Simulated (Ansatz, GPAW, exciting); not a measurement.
## One calculation of Pb, 4 ways

```
Pb
1.0
    -2.06690    2.05040    2.08125
     1.99925   -1.93748    1.90067
     1.99103    1.86160   -1.96833
Pb
1
Direct
  0.00466 0.99633 0.00314
```

This isn't the form of Pb at room conditions, which is fcc.

The given cell was strained at random by a few per cent at fixed volume.

Alike in all runs: task single point; functional PBEsol; k mesh 9 × 9 × 9; occupations fermi-dirac, width 0.05 eV; no spin polarisation; no spin-orbit coupling. Pressure is positive in compression and, in plane waves, holds the error of the finite cutoff, which Ansatz's Pulay term estimates and takes out.

```tsv
program and potentials	plane-wave cutoff (eV)	notes	pressure (GPa)	energy over the undisturbed cell (meV/atom)
Ansatz, Ansatz PAW	420	potentials made for PBE, which Ansatz adapts in part	?	?
GPAW, PAW data sets generated for this functional	600	-	-1.57	4.91
exciting, all-electron LAPW+lo, shipped species files, valence relativity iora*	-	-	-	4.05
Ansatz, all-electron LAPW, scalar-relativistic	-	-	-1.29	-
```

Estimate from the other rows what the run with Ansatz, Ansatz PAW gave.

Pressure -1.30 GPa; energy over the undisturbed cell 4.03 meV/atom. The other rows, which needn't bracket it: pressure -1.57 to -1.29; energy over the undisturbed cell 4.05 to 4.91.
